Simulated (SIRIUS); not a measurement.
Ag in SIRIUS: convergence with smearing width

Input of the first run (smearing width 0.3 eV); the others differ in this setting and in those tied to it:

Contents of sirius.json:

```json
{
  "control": {
    "processing_unit": "cpu",
    "std_evp_solver_name": "lapack",
    "gen_evp_solver_name": "lapack",
    "verbosity": 2,
    "print_forces": true,
    "ortho_rf": true,
    "use_second_variation": true,
    "rmt_max": 3.0,
    "num_bands_to_print": 18,
    "save_wf": true
  },
  "parameters": {
    "electronic_structure_method": "full_potential_lapwlo",
    "xc_functionals": ["XC_GGA_X_PBE", "XC_GGA_C_PBE"],
    "core_relativity": "dirac",
    "valence_relativity": "iora",
    "num_fv_states": 18,
    "smearing": "fermi_dirac",
    "smearing_width": 0.0110247967,
    "pw_cutoff": 20,
    "gk_cutoff": 3.46,
    "lmax_apw": 10,
    "lmax_rho": 8,
    "lmax_pot": 8,
    "num_mag_dims": 0,
    "auto_rmt": 0,
    "ngridk": [11, 11, 11],
    "shiftk": [0, 0, 0],
    "num_dft_iter": 80,
    "energy_tol": 1e-07,
    "density_tol": 1e-05,
    "use_symmetry": true
  },
  "settings": {"tol_ne": 1e-10},
  "iterative_solver": {"type": "exact"},
  "mixer": {"type": "anderson", "beta": 0.5, "max_history": 8},
  "unit_cell": {
    "lattice_vectors": [
      [-3.1287326171, 3.1287326171, 3.1287326171],
      [3.1287326171, -3.1287326171, 3.1287326171],
      [3.1287326171, 3.1287326171, -3.1287326171]
    ],
    "atom_types": ["Ag"],
    "atom_files": {"Ag": "Ag.json"},
    "atoms": {"Ag": [[0.0, 0.0, 0.0]]}
  }
}
```

Ag.json

```json
{
  "name": "silver",
  "symbol": "Ag",
  "number": 47,
  "mass": 107.8682,
  "rmin": 1e-06,
  "rmt": 2.54,
  "nrmt": 800,
  "rinf": 15.52,
  "core": "1s2s2p3s3p3d",
  "valence": [
    {"basis": [{"enu": 0.01, "dme": 0, "n": 0, "auto": 0}, {"enu": 0.01, "dme": 1, "n": 0, "auto": 0}]},
    {"l": 0, "n": 1, "basis": [{"enu": 0.11, "dme": 0, "n": 0, "auto": 0}]},
    {"l": 1, "n": 2, "basis": [{"enu": 0.11, "dme": 0, "n": 0, "auto": 0}]},
    {"l": 2, "n": 3, "basis": [{"enu": 0.1051, "dme": 0, "n": 0, "auto": 0}]},
    {"l": 3, "n": 4, "basis": [{"enu": 0.11, "dme": 0, "n": 0, "auto": 0}]}
  ],
  "lo": [
    {"l": 0, "basis": [{"enu": 0.11, "dme": 0, "n": 0, "auto": 0}, {"enu": 0.11, "dme": 1, "n": 0, "auto": 0}]},
    {
      "l": 0,
      "basis": [{"enu": -3.1997, "dme": 0, "n": 4, "auto": 1}, {"enu": -3.1997, "dme": 1, "n": 4, "auto": 1}]
    },
    {
      "l": 0,
      "basis": [{"enu": -3.1997, "dme": 1, "n": 4, "auto": 1}, {"enu": 0.11, "dme": 0, "n": 0, "auto": 0}]
    },
    {"l": 0, "basis": [{"enu": 0.11, "dme": 0, "n": 0, "auto": 0}, {"enu": 2.59, "dme": 0, "n": 0, "auto": 0}]},
    {"l": 1, "basis": [{"enu": 0.11, "dme": 0, "n": 0, "auto": 0}, {"enu": 0.11, "dme": 1, "n": 0, "auto": 0}]},
    {
      "l": 1,
      "basis": [{"enu": -1.8695, "dme": 0, "n": 4, "auto": 1}, {"enu": -1.8695, "dme": 1, "n": 4, "auto": 1}]
    },
    {
      "l": 1,
      "basis": [{"enu": -1.8695, "dme": 1, "n": 4, "auto": 1}, {"enu": 0.11, "dme": 0, "n": 0, "auto": 0}]
    },
    {"l": 1, "basis": [{"enu": 0.11, "dme": 0, "n": 0, "auto": 0}, {"enu": 2.962, "dme": 0, "n": 0, "auto": 0}]},
    {
      "l": 2,
      "basis": [{"enu": 0.1051, "dme": 0, "n": 0, "auto": 0}, {"enu": 0.1051, "dme": 1, "n": 0, "auto": 0}]
    },
    {
      "l": 2,
      "basis": [{"enu": 0.1051, "dme": 1, "n": 0, "auto": 0}, {"enu": 0.1051, "dme": 2, "n": 0, "auto": 0}]
    },
    {
      "l": 2,
      "basis": [{"enu": 0.1051, "dme": 0, "n": 0, "auto": 0}, {"enu": 2.5231, "dme": 0, "n": 0, "auto": 0}]
    },
    {"l": 3, "basis": [{"enu": 0.11, "dme": 0, "n": 0, "auto": 0}, {"enu": 0.11, "dme": 1, "n": 0, "auto": 0}]},
    {"l": 3, "basis": [{"enu": 0.11, "dme": 0, "n": 0, "auto": 0}, {"enu": 2.807, "dme": 0, "n": 0, "auto": 0}]}
  ],
  "free_atom": [... radial grid and density of the free atom, the start of the SCF ...]
}
```

Contents of sirius_start.json:

```json
{
  "control": {
    "processing_unit": "cpu",
    "std_evp_solver_name": "lapack",
    "gen_evp_solver_name": "lapack",
    "verbosity": 1,
    "print_forces": false,
    "ortho_rf": true,
    "use_second_variation": true,
    "rmt_max": 3.0,
    "num_bands_to_print": 18,
    "save_wf": false
  },
  "parameters": {
    "electronic_structure_method": "full_potential_lapwlo",
    "xc_functionals": ["XC_LDA_X", "XC_LDA_C_PW"],
    "core_relativity": "dirac",
    "valence_relativity": "iora",
    "num_fv_states": 18,
    "smearing": "fermi_dirac",
    "smearing_width": 0.0055123983,
    "pw_cutoff": 20,
    "gk_cutoff": 2.77,
    "lmax_apw": 10,
    "lmax_rho": 8,
    "lmax_pot": 8,
    "num_mag_dims": 0,
    "auto_rmt": 0,
    "ngridk": [4, 4, 4],
    "shiftk": [0, 0, 0],
    "num_dft_iter": 30,
    "energy_tol": 0.01,
    "density_tol": 0.05,
    "use_symmetry": true
  },
  "settings": {"tol_ne": 1e-10},
  "iterative_solver": {"type": "exact"},
  "mixer": {"type": "anderson", "beta": 0.5, "max_history": 8},
  "unit_cell": {
    "lattice_vectors": [
      [-3.1287326171, 3.1287326171, 3.1287326171],
      [3.1287326171, -3.1287326171, 3.1287326171],
      [3.1287326171, 3.1287326171, -3.1287326171]
    ],
    "atom_types": ["Ag"],
    "atom_files": {"Ag": "Ag.json"},
    "atoms": {"Ag": [[0.0, 0.0, 0.0]]}
  }
}
```

Potentials or basis: all-electron FP-LAPW, apw+lo standard.

Command:

```console
$ OMP_NUM_THREADS=1 sirius.scf --input=sirius_start.json --output=start.json
$ OMP_NUM_THREADS=1 sirius.scf --input=sirius.json --output=output.json --task=1
```

This isn't the form of Ag at room conditions, which is fcc.

Hardware: 1 thread of AMD EPYC 9R45 96-Core Processor (Zen 5), on a shared host.

Task: The values tried are 0.3 eV, 0.2 eV, 0.1 eV, 0.05 eV, 0.025 eV, 0.01 eV, loosest first. From which on does the energy stay within 1 meV/atom of the tightest run that finished?

Result: From 0.05 eV on.

| smearing width | energy less the tightest run, at zero smearing (meV/atom) | SCF cycles | CPU time (s) | peak memory (GiB) |
| --- | --- | --- | --- | --- |
| 0.3 eV | -1.28 | 8 | 15 | 0.31 |
| 0.2 eV | -3.11 | 8 | 15 | 0.31 |
| 0.1 eV | -2.14 | 8 | 15 | 0.31 |
| 0.05 eV | -0.99 | 8 | 15 | 0.31 |
| 0.025 eV | -0.35 | 7 | 14 | 0.31 |
| 0.01 eV | 0.00 | 7 | 14 | 0.31 |

Narrower smearing needs a denser k mesh, so at a fixed mesh the narrowest width isn't the most accurate. The tightest run that finished is the yardstick and may itself not be fully converged.
